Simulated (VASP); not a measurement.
A run of VASP 6.6.1 is set up as follows.

The input INCAR:

```
  PREC = Accurate
  ENCUT = 520
  EDIFF = 1E-7
  ISMEAR = 0
  SIGMA = 0.05
  LREAL = F
  LASPH = T
  NELM = 60
  ALGO = Fast
  ISIF = 2
  LWAVE = F
  LCHARG = F
  LDIPOL = T
  IDIPOL = 3
  DIPOL = 0.5 0.5 0.500
  GGA = PE
  LVHAR = T
  LVACPOTAV = T
```

The input KPOINTS:

```
Automatic mesh
0
Gamma
  6 6 1
```

Contents of POSCAR:

```
WSe2                                    
1.0
    3.3222546888      0.0000000002     -0.0000000000
   -1.6611273393      2.8771569606      0.0000000000
   -0.0000000000      0.0000000000     21.2687574383
  W               Se            
     1     2
Direct
     0.6666666699999979    0.3333333300000021    0.5000080266473645
     0.3333333300000021    0.6666666699999979    0.5789981426509797
     0.3333333300000021    0.6666666699999979    0.4210178984016524
```

Potentials or basis: VASP PAW PBE potentials, release 64 (W_sv, Se).

Command:

```sh
$ cat potpaw_PBE.64/W_sv/POTCAR potpaw_PBE.64/Se/POTCAR > POTCAR
$ mpirun -np 1 vasp_std > vasp.out
```

(1) Predict the ionisation potential of the upper face.

(2) Predict the largest force.

Answers

(1) 5.09 eV.

(2) 0.005 eV/Å.
